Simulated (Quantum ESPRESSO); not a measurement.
BaTiO3:

```
CELL_PARAMETERS angstrom
4.00600 0.00000 0.00000
0.00000 4.00600 0.00000
0.00000 0.00000 4.00600
ATOMIC_POSITIONS crystal
Ba 0.50000 0.50000 0.50000
Ti 0.00000 0.00000 0.00000
O 0.00000 0.00000 0.50000
O 0.00000 0.50000 0.00000
O 0.50000 0.00000 0.00000
```

* Program: Quantum ESPRESSO 7.5
* Task: phonons
* Functional: RPBE
* Potentials or basis: GBRV 1.5 PBE
* Cutoff: 612 eV
* Density cutoff: 4898 eV
* k mesh: 4 × 4 × 4, shifted
* Occupations: fermi-dirac, width 0.05 eV
* Spin: no spin polarisation
* Mixing beta: 0.5
* Most SCF iterations: 120
* SCF threshold: 1e-09 Ry

The cell and the atoms were relaxed first, to 13.38 Å³/atom (a = 4.059 Å, b = 4.059 Å, c = 4.059 Å, α = 90.00°, β = 90.00°, γ = 90.00°), and the response was taken there.

The first run showed a gap, so the response started from a second, tighter run with fixed occupations.

Task: Where do the zone-centre optical modes lie?

Result: T1u at 266i cm⁻¹ (IR); T1u at 159 cm⁻¹ (IR); T2u at 290 cm⁻¹ (silent); T1u at 446 cm⁻¹ (IR). Polar modes are given without the macroscopic field (transverse values). Imaginary frequencies mark an instability of this cell.

Optical modes at Γ, degenerate ones joined, polar ones without the macroscopic field:
| cm⁻¹ | components | symmetry | active in | IR intensity, summed ((D/Å)²/amu) |
| --- | --- | --- | --- | --- |
| 266i | 3 | T1u | IR | 247.85 |
| 159 | 3 | T1u | IR | 8.61 |
| 290 | 3 | T2u | silent | 0.00 |
| 446 | 3 | T1u | IR | 0.34 |

Caveat: the potentials were made for another functional, which shifts forces and pressure; some modes are imaginary.
